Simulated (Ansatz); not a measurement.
## SnO₂ (P4_2/mnm), random displacements

Level of theory: DFT r2SCAN, scalar-relativistic, plane waves, PAW (Ansatz 0.2.0). Cutoff 500 eV, Γ-centred 6×6×8 k-points, Gaussian smearing of 0.05 eV. No spin polarisation. Energies are free energies at this smearing, counted from the undisturbed cell; pressure is positive in compression.

Reference structure (as given, not relaxed at this level):

```xyz
6
Lattice="4.7374 0.0000 0.0000 0.0000 4.7374 0.0000 0.0000 0.0000 3.1864" Properties=species:S:1:pos:R:3 pbc="T T T"
Sn    0.0000    0.0000    0.0000
Sn    2.3687    2.3687    1.5932
O     1.4478    1.4478    0.0000
O     0.9208    3.8165    1.5932
O     3.2895    3.2895    0.0000
O     3.8165    0.9208    1.5932
```

The atoms are displaced (Å, in the unstrained cell):

| atom | ux | uy | uz |
| --- | --- | --- | --- |
| Sn1 | 0.040 | -0.002 | -0.008 |
| Sn2 | -0.054 | -0.019 | -0.053 |
| O3 | -0.031 | 0.038 | 0.032 |
| O4 | 0.037 | 0.006 | 0.030 |
| O5 | 0.006 | -0.005 | -0.009 |
| O6 | 0.001 | -0.018 | 0.007 |

Strain (Voigt, engineering shear): (-0.0454, 0.0775, 0.0266, 0.1359, -0.0592, -0.0333).

(1) What are the energy change, the stress and the forces?

Answers

(1) ΔE = 129.6 meV/atom; stress (xx, yy, zz, yz, xz, xy; compression positive) (0.59, -8.74, -7.23, -11.25, 6.69, 4.82) GPa; gap on the mesh 1.14 eV.
| atom | Fx (eV/Å) | Fy | Fz |
| --- | --- | --- | --- |
| Sn1 | -0.68 | -0.56 | 0.35 |
| Sn2 | 1.07 | 0.50 | 0.95 |
| O3 | 0.05 | -0.10 | -0.58 |
| O4 | -0.04 | 0.11 | 0.13 |
| O5 | -0.05 | -0.30 | -0.20 |
| O6 | -0.35 | 0.35 | -0.66 |

Cost: 1 run of about 2.3 core-minutes, on Intel Xeon Processor @ 2.50GHz (Skylake/Cascade Lake) (shared hosts).